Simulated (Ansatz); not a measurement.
# ZnS: stress in a strained cell

Aim: deform ZnS (equal xy, yz and zx engineering shear strains of +3 %) and compute stress, forces and field gradients with LAPW, PAW and all-electron datasets made for the crystal.

Computed with Ansatz 0.2.0 (DFT PBE, scalar-relativistic, unless a step's input says otherwise).

## 1. The structure to begin with

It takes space group P6_3mc (No. 186, hexagonal). The conventional cell has a = 3.811 Å, b = 3.811 Å, c = 6.234 Å, α = 90.00°, β = 90.00°, γ = 120.00°. Zn (site symmetry 3m) is surrounded by 4 S at 2.31 to 2.40 Å. S (site symmetry 3m) has 4 Zn at 2.31 to 2.40 Å as nearest neighbours.

Coordinates:

```
Zn S
1.0
     3.81100    0.00000    0.00000
    -1.90550    3.30042    0.00000
     0.00000    0.00000    6.23400
Zn S
2 2
Direct
  0.33333 0.66667 0.00000
  0.66667 0.33333 0.50000
  0.33333 0.66667 0.38500
  0.66667 0.33333 0.88500
```

Atoms are numbered in the order of the input: Zn1, Zn2, S3, S4.

## 2. The deformed structure

Space group P6_3mc before, P1 after.

## 3. All-electron LAPW

Input file input.yaml:

```yaml
crystal:
  lattice:
    - [3.8109987816, 0.0571649817, 0.0571649817]
    - [-1.8559930644, 3.2718392677, 0.0209238355]
    - [0.09351, 0.09351, 6.234]
  atoms:
    - { symbol: Zn, position: [0.3333333333, 0.6666666667, 0.0] }
    - { symbol: Zn, position: [0.6666666667, 0.3333333333, 0.5] }
    - { symbol: S, position: [0.3333333333, 0.6666666667, 0.385] }
    - { symbol: S, position: [0.6666666667, 0.3333333333, 0.885] }
kpoints:
  mp_grid: { grid: [8, 8, 5] }
  band_path:
    path:
      - [0.0, 0.0, 0.0]
      - [0.0, -0.5, 0.0]
      - [0.0, 0.0, 0.5]
      - [0.0, 0.0, 0.0]
      - [-0.5, 0.0, 0.0]
      - [-0.5, 0.5, -0.5]
      - [0.0, 0.0, 0.0]
      - [-0.5, 0.0, -0.5]
      - [-0.5, 0.5, 0.0]
    npoints: 5
scf:
  occupations: { method: fermi_dirac, width: 0.03 }
hamiltonian:
  xc: pbe
  pseudopotentials: { kind: all_electron, lapw: { basis_error: 0.001 } }
output:
  forces: true
  stress: true
  eigenvalues: true
```

On the command line:

```bash
> ansatz run input.yaml --threads 1 --pin off --max-ram 4096MiB --backend cpu --events-out ev --progress --plain --runs-dir out
```

## 4. PAW on the default files

Input file input.yaml:

```yaml
crystal:
  lattice:
    - [3.8109987816, 0.0571649817, 0.0571649817]
    - [-1.8559930644, 3.2718392677, 0.0209238355]
    - [0.09351, 0.09351, 6.234]
  atoms:
    - { symbol: Zn, position: [0.3333333333, 0.6666666667, 0.0] }
    - { symbol: Zn, position: [0.6666666667, 0.3333333333, 0.5] }
    - { symbol: S, position: [0.3333333333, 0.6666666667, 0.385] }
    - { symbol: S, position: [0.6666666667, 0.3333333333, 0.885] }
kpoints:
  mp_grid: { grid: [8, 8, 5] }
scf:
  occupations: { method: fermi_dirac, width: 0.03 }
hamiltonian:
  xc: pbe
  pseudopotentials: { kind: paw }
output:
  forces: true
  stress: true
  eigenvalues: true
  efg: { contact_densities: true }
```

## 5. All-electron PAW on datasets made for the crystal

input.yaml: that of step 4 with these lines changed.

```diff
@@ -16,3 +16,3 @@
   xc: pbe
-  pseudopotentials: { kind: paw }
+  pseudopotentials: { kind: all_electron, datasets: crystal }
 output:
```

(Steps that only read results are left out.)

Before running it: what results should come out? Wanted: pressure; largest shear or deviatoric stress.

The runs gave:

| quantity | value |
| --- | --- |
| pressure | LAPW 2.48, PAW 2.46, crystal datasets 2.47 GPa |
| largest shear or deviatoric stress (LAPW) | 1.76 GPa |

The largest part of the stress beyond the pressure is 1.76 GPa in size, in the xy component; the atoms are carried along and not relaxed. No run of the undeformed cell stands beside it, so the pressure holds what the given cell had before the change. PAW: stress within 0.01 GPa of LAPW, forces within 1 meV/Å. Crystal datasets: stress within 0.01 GPa of LAPW, forces within 1 meV/Å.
